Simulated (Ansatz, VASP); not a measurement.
One calculation of Ta, two programs

Contents of INCAR:

```
SYSTEM = Ta
PREC = Accurate
ENCUT = 600
EDIFF = 1E-7
ISMEAR = 0
SIGMA = 0.1
LREAL = .False.
LASPH = .True.
NELM = 100
ALGO = Normal
ISIF = 3
LWAVE = .False.
LCHARG = .False.
GGA = PE
IBRION = 2
NSW = 100
EDIFFG = -0.01
```

KPOINTS

```
Automatic mesh
0
Gamma
  20 20 20
  0 0 0
```

The input POSCAR:

```
Ta
1.0
    2.7534443711      0.0000000000      0.0000000000
    0.0000000000      2.7534443711      0.0000000000
    0.0000000000      0.0000000000      2.7534443711
Ta
1
Direct
    0.5000000000      0.5000000000      0.5000000000
```

Input for Ansatz:

```yaml
crystal:
  lattice:
    - [2.7534443711, 0.0, 0.0]
    - [0.0, 2.7534443711, 0.0]
    - [0.0, 0.0, 2.7534443711]
  atoms:
    - { symbol: Ta, position: [0.5, 0.5, 0.5] }
basis:
  ecutwfc: 420
kpoints:
  mp_grid: { grid: [20, 20, 20] }
hamiltonian:
  xc: pbe
scf:
  occupations: { method: gaussian, width: 0.1 }
output:
  forces: true
  stress: true
  eigenvalues: true
  write_density: true
  write_potential: true
  elf: true
  volumetric_format: npy
relax:
  adjacent_minimum: "off"
  f_tol: 0.01
  max_steps: 80
  cell: { stress_tol: 0.05 }
```

Alike in both runs: task relaxation of cell and atoms; functional PBE; k mesh 20 × 20 × 20; occupations gaussian, width 0.1 eV; no spin polarisation.

|  | VASP | Ansatz |
| --- | --- | --- |
| version | VASP 6.6.1 | Ansatz 0.2.0 |
| potentials or method | VASP PAW PBE potentials, release 64 (Ta_pv) | scalar-relativistic, plane waves, PAW |
| plane-wave cutoff (eV) | 600 | 420 |
| valence electrons in the cell | 11 | 13 |

Ansatz gave:

| Item | Value |
| --- | --- |
| gap on the k mesh at the Fermi level, each at its own relaxed structure (eV) | none |
| relaxed volume (Å³/atom) | 20.71 |
| relaxed cell length with the largest relative difference (Å) | 2.746 |

Which values does VASP return?

gap on the k mesh at the Fermi level, each at its own relaxed structure (eV): none; relaxed volume (Å³/atom): 20.72; relaxed cell length with the largest relative difference (Å): 2.747.

A gap of «none» marks a metal or a gap that the smearing closes. The two sets of potentials don't hold the same shells in valence.

Spin-orbit coupling is left out, which matters for the levels of Ta.
